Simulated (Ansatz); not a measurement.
**Run record: quasi-harmonic thermal expansion of BP (F-43m)**

Method: PBEsol, PAW on Ansatz 0.2.0's default frozen-core files (fitted under PBE), scalar-relativistic.

The cell comes from a PAW relaxation under the same functional.

Command:

```sh
ansatz run input.yaml --threads 2 --pin off --max-ram 5120MiB --backend cpu --events-out ev --progress --plain --runs-dir out
```

Input file:

```yaml
crystal:
  lattice:
    - [0.0, 2.26007090686, 2.26007090686]
    - [2.26007090686, 0.0, 2.26007090686]
    - [2.26007090686, 2.26007090686, 0.0]
  atoms:
    - { symbol: B, position: [0.0, 0.0, 0.0] }
    - { symbol: P, position: [0.75, 0.75, 0.75] }
kpoints:
  mp_grid: { grid: [8, 8, 8] }
scf:
  occupations: { method: fixed }
hamiltonian:
  xc: pbesol
  pseudopotentials: { kind: paw }
phonons:
  qmesh: [4, 4, 4]
  thermal_expansion: {}
  temperatures: { t_min: 0, t_max: 500, t_step: 50 }
```

Output:

```
Warning: phonons: the dynamical matrix that this run interpolates holds no multipole term above the dipole-dipole one, and a site of this crystal is no centre of inversion, so its interpolated transverse optical and acoustic branches and sound speeds can stay off near Gamma, and the density of states and the thermodynamics with them. What a run solves at a wave vector of phonons.qpoints, Gamma apart, where the deck ...
Warning: RAYON_NUM_THREADS=2 ignored (pool sized by the plan → 2); use --threads N
The last accepted step is kept in <dir> (removed where the run ends without a failure and the disk answers)
Engine: ansatz 0.2.0, aarch64-unknown-linux-gnu
Pseudopotentials: kind: paw
Pseudopotential: B, paw, valence charge 3, recommended cutoff 420 eV (normal), B.paw.azcp
Pseudopotential: P, paw, valence charge 5, recommended cutoff 420 eV (normal), P.paw.azcp
Functional definition: PBEsol
  exchange = pbesol_x
  correlation = pbesol_c
Crystal: 2 atoms, lattice volume = 23.089 Å³
Basis set: ecut = 487.2 eV, 537 PW (Γ), exchange–correlation on 48×48×48 points (8 copies of the dense FFT grid, shifted against one another)
Bands: 8, of which v1, the nominal top of the filled ones, is band 4 counted from 1 (3 counted from 0)
Symmetry: 24 space group operations
Space group: F-43m (ITA 216), of the structure as read, at distance tolerance 2.8e-5 Å
k-points: 29 of 512 (time reversal used)
Non-local potential: B, projectors of the file, l = 0: 2, l = 1: 2, l = 2: 1
Non-local potential: P, projectors of the file, l = 0: 2, l = 1: 2, l = 2: 2
PAW form: soft (Blöchl's): semilocal exchange-correlation on the pseudo side does not see the compensation charge
PAW frozen core: B, regenerated for the run's functional, and the local potential with it (the file was generated under x = pbe(κ = 0.804, μ = 0.2195149727645171), c = pbe(β = 0.06672455060314922))
[... 69 lines left out ...]
  atoms:
    - { symbol: B, position: [0.0, 0.0, 0.0] }
    - { symbol: P, position: [0.75, 0.75, 0.75] }
--- Thermal expansion: 10 cells in 3 rounds, 0 GPa ---
  no lower state was reached at cell 4
  without vibrations: a 3.19628, b 3.19628, c 3.19628 Å, V 23.0897 Å³, B 169.59 GPa
  at 0 K: a 3.20533, b 3.20533, c 3.20533 Å, V 23.2864 Å³, B 166.18 GPa
  zero-point expansion: a +0.283, b +0.283, c +0.283, V +0.852 %
      T/K        a/Å        b/Å        c/Å       V/Å³ | expansion of a, b, c, V (1e-6/K)   | that of V in the mean from 25 °C | C_P, C_V (J/mol K of the cell) | B_T, B_S (GPa)
     0.00    3.20533    3.20533    3.20533    23.2864 |    0.00    0.00    0.00    0.00 |    3.18 |     0.000     0.000 |   166.18   166.18
    50.00    3.20533    3.20533    3.20533    23.2865 |    0.04    0.04    0.04    0.11 |    3.81 |     0.817     0.817 |   166.18   166.18
   100.00    3.20535    3.20535    3.20535    23.2870 |    0.29    0.29    0.29    0.87 |    4.67 |     6.094     6.094 |   166.14   166.15
   150.00    3.20544    3.20544    3.20544    23.2888 |    0.82    0.82    0.82    2.46 |    5.70 |    12.803    12.800 |   166.02   166.05
   200.00    3.20563    3.20563    3.20563    23.2929 |    1.54    1.54    1.54    4.63 |    6.81 |    19.229    19.219 |   165.79   165.87
   250.00    3.20594    3.20594    3.20594    23.2996 |    2.30    2.30    2.30    6.90 |    7.90 |    24.904    24.877 |   165.45   165.63
   298.15    3.20634    3.20634    3.20634    23.3085 |    2.95    2.95    2.95    8.86 |       - |    29.445    29.391 |   165.05   165.36
   300.00    3.20636    3.20636    3.20636    23.3089 |    2.98    2.98    2.98    8.93 |    8.89 |    29.601    29.546 |   165.04   165.35
   350.00    3.20688    3.20688    3.20688    23.3203 |    3.54    3.54    3.54   10.63 |    9.78 |    33.353    33.261 |   164.57   165.02
   400.00    3.20749    3.20749    3.20749    23.3336 |    4.00    4.00    4.00   12.01 |   10.55 |    36.309    36.176 |   164.06   164.67
   450.00    3.20816    3.20816    3.20816    23.3482 |    4.38    4.38    4.38   13.13 |   11.23 |    38.639    38.460 |   163.53   164.29
   500.00    3.20889    3.20889    3.20889    23.3641 |    4.68    4.68    4.68   14.03 |   11.82 |    40.487    40.262 |   162.98   163.90
  the static fit leaves 0.001 meV an atom of the energies and, of the stresses, 0.000 GPa of each cell's largest along a strain (root mean squares over the cells), whose Pulay part it has at -0.014 GPa
  vibrations' free energy: its fit passes through its cells
  the electrons' free energy at temperature is not in it: every band gap is over 0.52 eV
  free energies summed between the sampled wave vectors
  estimated error of the fitted expansion in any direction: up to 0.007e-6/K, at 500 K, with few degrees of freedom (an estimate, not a bound: it was exceeded on models of known expansion)
  by sums over the sampled wave vectors an expansion of the volume parts by up to 0.35e-6/K
  by a static energy of one degree less an expansion of the volume parts by up to 0.00e-6/K
  band gaps on the cells' k-points are 1.119 to 1.190 eV
```

The calculation finished and met its thresholds.

**Thermal expansion**

Quasi-harmonic lattice of a crystal by Kohn-Sham DFT: finite-displacement phonons on strained cells about the given cell, electrons' free energy included in metals.

```
temperature (K)  volume expansion coefficient (×10⁻⁶/K)  volume over given cell less one (%)  heat capacity constant pressure (k_B/atom)  isothermal bulk modulus (GPa)  grueneisen parameter
             50                                   0.113                               0.8573                                     0.04911                          166.2                0.3225
            100                                  0.8738                               0.8594                                      0.3665                          166.1                0.3341
            150                                   2.463                               0.8675                                      0.7699                            166                0.4481
            200                                   4.631                               0.8853                                       1.156                          165.8                0.5603
            250                                   6.895                               0.9144                                       1.498                          165.4                0.6435
            300                                   8.929                               0.9544                                        1.78                            165                0.7001
            350                                   10.63                                1.004                                       2.006                          164.6                0.7386
            400                                   12.01                                1.061                                       2.183                          164.1                0.7654
            450                                   13.13                                1.125                                       2.324                          163.5                0.7848
            500                                   14.03                                1.194                                       2.435                            163                0.7993
```

Keep in mind: frozen-core PAW files fitted under PBE, their cores solved anew for the functional of the run; expansion moves with the q mesh.

Time and hardware: 9.6 min on 2 threads of Arm Neoverse V2, with other jobs on the host, peak memory 0.54 GiB.
